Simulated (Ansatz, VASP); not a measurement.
## Al95N95O (V_Al-O_N) in two plane-wave programs

One calculation is typed for both programs; each brings its own data sets. How far apart do they land? The cell is taken from a series of runs on this material, whose earlier steps may have relaxed, scaled, displaced or heated it; both programs get it as it stands.

Main program and level: Ansatz 0.2.0; plane waves, with VASP 6.6.1 beside it; single point at PBE.

## Step 1: The starting structure

The cell holds 191 atoms: 95 Al, 95 N and 1 O. Its edges and angles: a = 12.521 Å, b = 12.521 Å, c = 15.054 Å, α = 90.0°, β = 90.0°, γ = 120.0°. It derives from AlN (AlN (P6_3mc)). Nearest the centre at fractional (0.417, 0.333, 0.499): N127 at 2.11 Å, N151 at 2.11 Å, N128 at 2.18 Å, O191 at 2.19 Å, Al32 at 3.07 Å, Al55 at 3.07 Å, Al33 at 3.08 Å, Al57 at 3.08 Å. The cell carries charge −1.

## Step 2: Ansatz: single point, PBE

Ansatz runs on its default PAW (the set named soft_2) files.

With cell and atoms fixed, the geometry can't cause a difference; cores, projectors, grids and the points listed under the comparison can.

Input file input.yaml:

```yaml
crystal:
  lattice:
    - [12.52090485, 0.0, 0.0]
    - [-6.26045242, 10.84342168, 0.0]
    - [0.0, 0.0, 15.05394124]
  atoms:
    - { symbol: Al, position: [0.16690126869, 0.08353447487, 0.16545981786] }
    - { symbol: Al, position: [0.08399111446, 0.16749635626, 0.33194668609] }
    - { symbol: "N", position: [0.08319336404, 0.16647465884, 0.12617964647] }
    - { symbol: "N", position: [0.16666129871, 0.08323309436, 0.29289565194] }
    - { symbol: Al, position: [0.16595197578, 0.08209989494, 0.49889937777] }
    - { symbol: Al, position: [0.08478547144, 0.16747616543, 0.66557371479] }
    - { symbol: "N", position: [0.08499376044, 0.16658499824, 0.4593381498] }
    - { symbol: "N", position: [0.16793702986, 0.08362643772, 0.62510904553] }
    - { symbol: Al, position: [0.16656955738, 0.08296467844, 0.83314670263] }
    - { symbol: Al, position: [0.08329647143, 0.16677038638, 0.99913898278] }
    - { symbol: "N", position: [0.08368261329, 0.16659762167, 0.79307378632] }
    - { symbol: "N", position: [0.16617099094, 0.08305274008, 0.96029377499] }
    - { symbol: Al, position: [0.16714229699, 0.33360637195, 0.16516898975] }
    - { symbol: Al, position: [0.08396849579, 0.41625608067, 0.33286541939] }
    - { symbol: "N", position: [0.08339003527, 0.41692691146, 0.1260921117] }
    - { symbol: "N", position: [0.16642136316, 0.33293915656, 0.29154671428] }
    - { symbol: Al, position: [0.16847913519, 0.33377178199, 0.49993076244] }
    - { symbol: Al, position: [0.08367096711, 0.41668709294, 0.66581904442] }
    - { symbol: "N", position: [0.08193930955, 0.41595172069, 0.45993403905] }
    - { symbol: "N", position: [0.16624728389, 0.33338166013, 0.62692726198] }
    - { symbol: Al, position: [0.16680127773, 0.33387216349, 0.83248530279] }
    - { symbol: Al, position: [0.08346110789, 0.41684081655, 0.99902115535] }
    - { symbol: "N", position: [0.08304416183, 0.41691652532, 0.79322233113] }
    - { symbol: "N", position: [0.16616711015, 0.33313280528, 0.95990948655] }
    - { symbol: Al, position: [0.16687752684, 0.58330053731, 0.16606664522] }
    - { symbol: Al, position: [0.08308208294, 0.66604994578, 0.33286970052] }
    - { symbol: "N", position: [0.0833818192, 0.66664851309, 0.12651000655] }
    - { symbol: "N", position: [0.16694674008, 0.58322306525, 0.29324110211] }
    - { symbol: Al, position: [0.16733538274, 0.5828666479, 0.49891828737] }
    - { symbol: Al, position: [0.08332529971, 0.66652823076, 0.66552175104] }
    - { symbol: "N", position: [0.0830719706, 0.66604288119, 0.45992460252] }
    - { symbol: "N", position: [0.16688063941, 0.58346873838, 0.62646264245] }
    - { symbol: Al, position: [0.16685032846, 0.58356853045, 0.83224715101] }
    - { symbol: Al, position: [0.08342087902, 0.66672180485, 0.9991803216] }
    - { symbol: "N", position: [0.08354454297, 0.66696900424, 0.79295587655] }
    - { symbol: "N", position: [0.16674369713, 0.58356161206, 0.95959516712] }
    - { symbol: Al, position: [0.16664156216, 0.83316903399, 0.16613434965] }
    - { symbol: Al, position: [0.0830032337, 0.91630009502, 0.3326627337] }
    - { symbol: "N", position: [0.0833706217, 0.91651192162, 0.12660791999] }
    - { symbol: "N", position: [0.1665902088, 0.83306986883, 0.29330510476] }
    - { symbol: Al, position: [0.16633830277, 0.8325654792, 0.49893675362] }
    - { symbol: Al, position: [0.08397592388, 0.91720995234, 0.66553434221] }
    - { symbol: "N", position: [0.08259335404, 0.91578967709, 0.45980919276] }
    - { symbol: "N", position: [0.16669476215, 0.83327160555, 0.62630372169] }
    - { symbol: Al, position: [0.16685400421, 0.8335904935, 0.83224958026] }
    - { symbol: Al, position: [0.08341863491, 0.91671819395, 0.99939443523] }
    - { symbol: "N", position: [0.08333416274, 0.91671479299, 0.79290402508] }
    - { symbol: "N", position: [0.16678990112, 0.83346521717, 0.9597199026] }
    - { symbol: Al, position: [0.41674271597, 0.08353210364, 0.16546081825] }
    - { symbol: Al, position: [0.33318965835, 0.16627578042, 0.33170189929] }
    - { symbol: "N", position: [0.33344067881, 0.16676885696, 0.12574986014] }
    - { symbol: "N", position: [0.41668212813, 0.08323474753, 0.2928970422] }
    - { symbol: Al, position: [0.41624826951, 0.08208347718, 0.49890547631] }
    - { symbol: Al, position: [0.3345663213, 0.16900190236, 0.66681158785] }
    - { symbol: O, position: [0.32082475084, 0.14152829393, 0.45279130385] }
    - { symbol: "N", position: [0.41581196319, 0.08361727583, 0.62511295534] }
    - { symbol: Al, position: [0.41651172064, 0.08296141979, 0.83315207184] }
    - { symbol: Al, position: [0.33393799843, 0.16776070617, 0.99784815663] }
    - { symbol: "N", position: [0.3316323135, 0.16314229852, 0.79505951064] }
    - { symbol: "N", position: [0.41699789742, 0.08305179996, 0.96029776528] }
    - { symbol: Al, position: [0.41673633419, 0.33337158426, 0.16591110165] }
    - { symbol: Al, position: [0.33398598133, 0.41694729156, 0.33372471485] }
[... 14 lines left out ...]
    - { symbol: Al, position: [0.41747173699, 0.58316763266, 0.49962253542] }
    - { symbol: Al, position: [0.33374449493, 0.6669647143, 0.66572006486] }
    - { symbol: "N", position: [0.33408361208, 0.66875420096, 0.45998320272] }
    - { symbol: "N", position: [0.41735414889, 0.58479186154, 0.62691931553] }
    - { symbol: Al, position: [0.41659442704, 0.58392740378, 0.83249469869] }
    - { symbol: Al, position: [0.33344242776, 0.6668556191, 0.99901937038] }
    - { symbol: "N", position: [0.33342017637, 0.66758254287, 0.79316183184] }
    - { symbol: "N", position: [0.41705419426, 0.58418984804, 0.95985276128] }
    - { symbol: Al, position: [0.41675200373, 0.83317252631, 0.16595967394] }
    - { symbol: Al, position: [0.3334076946, 0.91629770959, 0.33266277934] }
    - { symbol: "N", position: [0.33325490827, 0.91651162604, 0.126607163] }
    - { symbol: "N", position: [0.41684880924, 0.83327046436, 0.29297210332] }
    - { symbol: Al, position: [0.41707610769, 0.83361320081, 0.49940940913] }
    - { symbol: Al, position: [0.33334976613, 0.91720158265, 0.66553863209] }
    - { symbol: "N", position: [0.33330513495, 0.91578953022, 0.45980913292] }
    - { symbol: "N", position: [0.41701912353, 0.83413339733, 0.62669073711] }
    - { symbol: Al, position: [0.41680130447, 0.83367712502, 0.83230879756] }
    - { symbol: Al, position: [0.33341512798, 0.91671483873, 0.9993938472] }
    - { symbol: "N", position: [0.33349959154, 0.9167125072, 0.79290736305] }
    - { symbol: "N", position: [0.41684678595, 0.83367630824, 0.95970360833] }
    - { symbol: Al, position: [0.66679597546, 0.08351158328, 0.16590523524] }
    - { symbol: Al, position: [0.58361038686, 0.16749119976, 0.33194471461] }
    - { symbol: "N", position: [0.58339490601, 0.16647499256, 0.12618569186] }
    - { symbol: "N", position: [0.66678840631, 0.08348911067, 0.2931138266] }
    - { symbol: Al, position: [0.66637152208, 0.08384438308, 0.49907831121] }
    - { symbol: Al, position: [0.58280460616, 0.16746531837, 0.66558974061] }
    - { symbol: "N", position: [0.58169512263, 0.16658504062, 0.45934233137] }
    - { symbol: "N", position: [0.66658483114, 0.08386698651, 0.62640002902] }
    - { symbol: Al, position: [0.66672831401, 0.08367597255, 0.8322977388] }
    - { symbol: Al, position: [0.58359074581, 0.16676731136, 0.99914330348] }
    - { symbol: "N", position: [0.58303548308, 0.16659910945, 0.79308357] }
    - { symbol: "N", position: [0.66692800044, 0.08350653914, 0.9596176813] }
    - { symbol: Al, position: [0.66657819126, 0.33360586161, 0.16516702031] }
    - { symbol: Al, position: [0.58303656597, 0.41693422553, 0.33367093918] }
    - { symbol: "N", position: [0.58300942653, 0.41660474108, 0.12529636066] }
    - { symbol: "N", position: [0.66662226588, 0.33294552483, 0.29155690134] }
    - { symbol: Al, position: [0.66542196297, 0.33371819834, 0.49997138279] }
    - { symbol: Al, position: [0.58211674862, 0.41660375694, 0.66513156251] }
    - { symbol: "N", position: [0.60141569113, 0.42629668862, 0.45552142565] }
    - { symbol: "N", position: [0.66726434466, 0.33337900143, 0.62694217049] }
    - { symbol: Al, position: [0.66720271097, 0.33387272095, 0.83250087526] }
    - { symbol: Al, position: [0.58258622983, 0.41645731414, 0.99753026403] }
    - { symbol: "N", position: [0.58718898181, 0.4188668298, 0.79452268895] }
    - { symbol: "N", position: [0.66708569875, 0.3331318773, 0.9599218108] }
    - { symbol: Al, position: [0.66647541222, 0.5833425226, 0.16506061399] }
    - { symbol: Al, position: [0.58327467578, 0.66644946834, 0.33237420139] }
    - { symbol: "N", position: [0.58372066269, 0.66732647054, 0.12558098406] }
    - { symbol: "N", position: [0.66650473313, 0.58399117488, 0.29143341569] }
    - { symbol: Al, position: [0.66581363952, 0.5832354284, 0.49965494488] }
    - { symbol: Al, position: [0.58338553894, 0.66666573613, 0.66597076251] }
    - { symbol: "N", position: [0.58423616216, 0.66837019421, 0.45955382602] }
    - { symbol: "N", position: [0.66756201904, 0.58479628429, 0.62692923133] }
    - { symbol: Al, position: [0.66746169038, 0.58393873122, 0.83250645795] }
    - { symbol: Al, position: [0.58363933745, 0.6671652542, 0.99873461296] }
    - { symbol: "N", position: [0.58372311854, 0.66732320217, 0.79347794692] }
    - { symbol: "N", position: [0.66725629669, 0.5841934224, 0.95986115257] }
    - { symbol: Al, position: [0.6667290704, 0.83334564016, 0.1658302188] }
    - { symbol: Al, position: [0.58343471654, 0.91674133443, 0.33259024133] }
    - { symbol: "N", position: [0.58346017764, 0.91686921085, 0.12631620388] }
    - { symbol: "N", position: [0.66698374708, 0.83385446469, 0.29293914518] }
    - { symbol: Al, position: [0.66697790066, 0.83385383143, 0.49921886386] }
    - { symbol: Al, position: [0.5835554404, 0.91714095888, 0.66577210654] }
    - { symbol: "N", position: [0.58375812302, 0.91748195244, 0.45980235404] }
    - { symbol: "N", position: [0.66713509619, 0.834152888, 0.62662320466] }
    - { symbol: Al, position: [0.6669131105, 0.83370709506, 0.8323370019] }
    - { symbol: Al, position: [0.58350456702, 0.91692523602, 0.99907205543] }
    - { symbol: "N", position: [0.5835776439, 0.91709357605, 0.7931046547] }
    - { symbol: "N", position: [0.66707205562, 0.83402699679, 0.95957876365] }
    - { symbol: Al, position: [0.91683131178, 0.08351359986, 0.16590514874] }
    - { symbol: Al, position: [0.83358410089, 0.16705778264, 0.33251704026] }
    - { symbol: "N", position: [0.83345728205, 0.16679999908, 0.12633740563] }
    - { symbol: "N", position: [0.91680796614, 0.08348644495, 0.29311283073] }
    - { symbol: Al, position: [0.91759294917, 0.08385474934, 0.49907569388] }
    - { symbol: Al, position: [0.83353242628, 0.16694442799, 0.66571030899] }
    - { symbol: "N", position: [0.8333026465, 0.16650200107, 0.45983515078] }
    - { symbol: "N", position: [0.91739939308, 0.08386777551, 0.62639796682] }
    - { symbol: Al, position: [0.91707102746, 0.08367779626, 0.83229318747] }
    - { symbol: Al, position: [0.83350254019, 0.16688497064, 0.99906852276] }
    - { symbol: "N", position: [0.8334318586, 0.16674567276, 0.79305834628] }
    - { symbol: "N", position: [0.91669569357, 0.08350659739, 0.95961373844] }
    - { symbol: Al, position: [0.91688048008, 0.33364243786, 0.1659581078] }
    - { symbol: Al, position: [0.83240133695, 0.41625720788, 0.332859769] }
    - { symbol: "N", position: [0.83365035803, 0.41692654203, 0.12609792059] }
    - { symbol: "N", position: [0.91680813997, 0.3335122759, 0.29296091892] }
    - { symbol: Al, position: [0.91661078029, 0.33310747997, 0.49964666395] }
    - { symbol: Al, position: [0.8331536207, 0.41669082552, 0.66583254115] }
    - { symbol: "N", position: [0.83409602073, 0.41595322621, 0.45993281456] }
    - { symbol: "N", position: [0.91674927993, 0.33338055652, 0.62683587508] }
    - { symbol: Al, position: [0.9168575402, 0.33358458719, 0.83235077224] }
    - { symbol: Al, position: [0.83350179637, 0.41684083166, 0.99902560943] }
    - { symbol: "N", position: [0.83399986359, 0.41691913619, 0.79323079024] }
    - { symbol: "N", position: [0.91676312652, 0.33340706676, 0.95967210083] }
    - { symbol: Al, position: [0.91654193879, 0.58330271693, 0.16606680757] }
    - { symbol: Al, position: [0.83213730284, 0.66601226645, 0.33299141928] }
    - { symbol: "N", position: [0.83370142988, 0.66683282687, 0.12608579077] }
    - { symbol: "N", position: [0.91638765138, 0.58322312591, 0.29324303041] }
    - { symbol: Al, position: [0.91564384202, 0.58286787631, 0.49892433122] }
    - { symbol: Al, position: [0.8333504031, 0.66697496525, 0.66573082539] }
    - { symbol: "N", position: [0.83475896065, 0.6687333396, 0.45998086249] }
    - { symbol: "N", position: [0.91670405621, 0.58346830875, 0.62646560917] }
    - { symbol: Al, position: [0.91684279415, 0.58357190174, 0.83225399152] }
    - { symbol: Al, position: [0.83353370484, 0.66686033724, 0.99902510477] }
    - { symbol: "N", position: [0.83428906943, 0.66758790314, 0.793166805] }
    - { symbol: "N", position: [0.91693492238, 0.58356196781, 0.9596013991] }
    - { symbol: Al, position: [0.91653580202, 0.83317695849, 0.16596085593] }
    - { symbol: Al, position: [0.83341608661, 0.9167435089, 0.3325920653] }
    - { symbol: "N", position: [0.83352292487, 0.91687002914, 0.12631615538] }
    - { symbol: "N", position: [0.9165306811, 0.83326851034, 0.29297443986] }
    - { symbol: Al, position: [0.916648869, 0.83361795132, 0.49940662155] }
    - { symbol: Al, position: [0.8337035294, 0.91714290086, 0.66576998503] }
    - { symbol: "N", position: [0.83382914093, 0.91747947456, 0.4598041771] }
    - { symbol: "N", position: [0.91723467252, 0.83413510632, 0.6266874657] }
    - { symbol: Al, position: [0.91699976111, 0.83368430429, 0.83231130334] }
    - { symbol: Al, position: [0.83353835109, 0.9169280423, 0.9990724509] }
    - { symbol: "N", position: [0.83363539901, 0.91709338005, 0.79310263795] }
    - { symbol: "N", position: [0.91694700312, 0.83367784904, 0.95970496581] }
  host:
    repeats: [4, 4, 3]
    atoms:
      - { symbol: Al, position: [0.66666667, 0.33333333, 0.49722245] }
      - { symbol: Al, position: [0.33333333, 0.66666667, 0.99722245] }
      - { symbol: "N", position: [0.33333333, 0.66666667, 0.37877755] }
      - { symbol: "N", position: [0.66666667, 0.33333333, 0.87877755] }
total_charge: -1
basis:
  ecutwfc: 420
  xc_grid: 2
hamiltonian:
  xc: pbe
kpoints:
  mp_grid: { grid: [1, 1, 1] }
magnetization:
  spin_polarized: true
  initial_magnetization: 1
  spin_locking: { lock_magnetization: hard }
scf:
  occupations: { method: fermi_dirac, width: 0.01 }
  max_iter: 80
  n_extra_bands: 16
  lower_state_search: "off"
output:
  forces: true
  eigenvalues: true
checkpoint:
  read: "../exc.ground.qm1_M1.run"
  write: "../exc0_qm1_M1.ground.l0.run"
  compress: false
  write_wavefunctions: false
  write_every: 100000
```

Launch:

```
$ ansatz run input.yaml --threads 4 --pin off --max-ram 18841MiB --backend cpu --events-out ev --progress --plain --runs-dir out
```

Numbers of over 12 decimals in the logs are rounded to 6 here.

What it wrote:

```text
Warning: the band count 400 (scf.n_extra_bands) hosts the net moment |M| = 1.0000 μB (N_el = 767) but caps the reachable moment at 2·n_bands − N_el = 33.0000 μB, below the 575 bands that the automatic rule leaves for it — a moment growing past the seed, or the majority channel's smearing tail, pins there with fewer empty majority states than that count leaves; raise or omit scf.n_extra_bands unless the cap is intended
scf.n_extra_bands = 16 over 384 filled bands (N_el = 767.0): the run solves 400 bands
Engine: ansatz 0.2.0, aarch64-unknown-linux-gnu
Pseudopotentials: kind: paw
Pseudopotential: Al, paw, valence charge 3, recommended cutoff 420 eV (normal), Al.paw.azcp
Pseudopotential: N, paw, valence charge 5, recommended cutoff 420 eV (normal), N.paw.azcp
Pseudopotential: O, paw, valence charge 6, recommended cutoff 420 eV (normal), O.paw.azcp
Functional definition: PBE
  parameter kappa = 0.804
  parameter beta = 0.066725
  exchange = pbe_x(kappa = kappa, mu = beta*pi^2/3)
  correlation = pbe_c(beta = beta)
Crystal: 191 atoms, lattice volume = 2043.865 Å³
Basis set: ecut = 420 eV, 39903 PW (Γ), exchange–correlation on 180×180×216 points (8 copies of the dense FFT grid, shifted against one another)
Bands: 400, of which v1, the nominal top of the filled ones, is band 384 counted from 1 (383 counted from 0)
Symmetry: 1 space group operations
Space group: P1 (ITA 1), of the structure as read, at distance tolerance 1.3e-4 Å
Magnetic group: BNS 1.1 (UNI 1), of the structure as read, at distance tolerance 1.3e-4 Å
k-points: 1
Non-local potential: Al, projectors of the file, l = 0: 2, l = 1: 2, l = 2: 1
Non-local potential: N, projectors of the file, l = 0: 2, l = 1: 2, l = 2: 1
Non-local potential: O, projectors of the file, l = 0: 2, l = 1: 2, l = 2: 1
PAW form: soft (Blöchl's): semilocal exchange-correlation on the pseudo side does not see the compensation charge
PAW one-centre angular grid: Al, 110 points (default); XC on 64 Gauss nodes
PAW one-centre angular grid: N, 110 points (default); XC on 64 Gauss nodes
PAW one-centre angular grid: O, 110 points (default); XC on 64 Gauss nodes
Initial density: read from a saved state, or passed on in memory by an earlier SCF of this step, an earlier step, the calling program or the single point that the run made first
Stability of the state it starts from, as read at its close in the collinear treatment: not read negative (Ritz values of 1 − χ₀K, real part plus size of imaginary part, from 1.1 to 1.4, by its mixing steps under no symmetry); read among states of the locked total moment alone; its run was given moments
Starting moments: Σ|m| = 1 μB on 191 of 191 sites; this step starts from the density that it was given
Initial wavefunctions: those read from a saved state, or passed on in memory by an earlier step or the calling program
Functional: x = pbe(κ = 0.804, μ = 0.219515), c = pbe(β = 0.066725)
SCF iter   1: F=—  HF=-88358.336353 eV  |F-HF|=—  |Δ(HF+E_count)|=         —  Δρ=8.93e-8 (↑4.92e-8 ↓8.93e-8)  dr2=4.71e-10  dr2_m=3.14e-11  M=1.000 μB ∫|m|=1.092 μB  β_m=0.30  ethr=1.00e-12  ⟨swp⟩=3.0  Hψ=2408  notcnv=0
preconditioner: auto → Resta (q_TF=auto, 2.317 Å⁻¹)  ε∞=5.9  [insulator: Δε(μ)=0.024 eV  Ē_g=10.241 eV  σ=0.010 eV  W_gap=0.53  n_scr=436 (ndim 8)  ℏωp=22.7 eV  f_vac=0.000  D(μ)=35.88/eV (n_scr^D=212)  ε∞_Penn≈5.9]
spin=Collinear: Resta preconditioning applied to the charge; magnetization (m = ρ↑ − ρ↓) channel mixes plain (no charge-response kernel on spin).
SCF iter   2: F=-88358.336353 eV  HF=-88358.336353 eV  |F-HF|=2.39e-9  |Δ(HF+E_count)|=  5.82e-11  Δρ=2.80e-7 (↑3.89e-8 ↓2.80e-7)  dr2=3.13e-9  dr2_m=3.53e-10  M=1.000 μB ∫|m|=1.092 μB  ethr=1.00e-12  ⟨swp⟩=1.5  Hψ=809  notcnv=0
SCF 1 converged in 2 iterations: F = -88358.336353 eV  dr2 = 3.13e-9
[...]
SCF converged after 2 iterations
Stability checked in part: among states of this total moment the steps that led to this state did not find it unstable. No probe was made; neither looks for a lower state of another moment (fixed_total_moment; see scf.lower_state_search)
Magnetization: 1.0000 μB (384.0000 up, 383.0000 down)
Absolute magnetization: 1.0945 μB (∫|ρ↑−ρ↓|, with the PAW one-centre terms)
Spin contamination: 0.0038 ħ² per cell (⟨S²⟩ above its minimum at these occupations)
[...]
atom 165  Al     0.00001310     0.00002507     0.00012620
  atom 166  N      0.00022801    -0.00024239     0.00021017
  atom 167  N      0.00015319     0.00015480     0.00008030
  atom 168  Al    -0.00018246    -0.00004703     0.00024985
  atom 169  Al    -0.00015002    -0.00026897     0.00042737
  atom 170  N     -0.00012164     0.00008138    -0.00033724
  atom 171  N      0.00026455     0.00030537    -0.00047320
  atom 172  Al    -0.00020117     0.00007656    -0.00017598
  atom 173  Al    -0.00001327    -0.00026233    -0.00055270
  atom 174  N      0.00038665     0.00117653     0.00045021
  atom 175  N      0.00020367     0.00010964     0.00038606
  atom 176  Al     0.00009643     0.00003213    -0.00014033
  atom 177  Al    -0.00001020    -0.00008567     0.00010345
  atom 178  N     -0.00020729     0.00011055     0.00048079
[...]
atom 187  N      0.00011749     0.00016670     0.00027674
  atom 188  Al     0.00011574    -0.00006925    -0.00036575
  atom 189  Al     0.00003468    -0.00000088    -0.00035407
  atom 190  N     -0.00013891     0.00004264     0.00014685
  atom 191  N      0.00013267     0.00013154     0.00024379
  max |Σ_I F_I| component: 5.62e-4 eV/Å
--- Band table (eV) ---
  k-point 0 ↑: bands = [... 380 lower, 6.8168, 6.8327, 7.2891, 7.6230, 10.8822, 11.7268, 11.7534, 11.7707, ... 12 higher]
  k-point 0 ↓: bands = [... 380 lower, 6.8306, 7.2656, 7.9535, 7.9772, 10.8859, 11.7275, 11.7546, 11.7712, ... 12 higher]
```

[end of part 1 of 2]

[Lines on the potential files, build, host, timing and source positions are cut from VASP's logs without a mark.]

[Logs are printed without paths, hosts, clocks, repeated set-up lines and the standing remarks that a program may print on its own settings, such as how far it seeks lower states.]

[Hosts, paths, dates, database ids (printed as entryN), source tags and the programs' standing remarks are cut or masked in the printed files.]
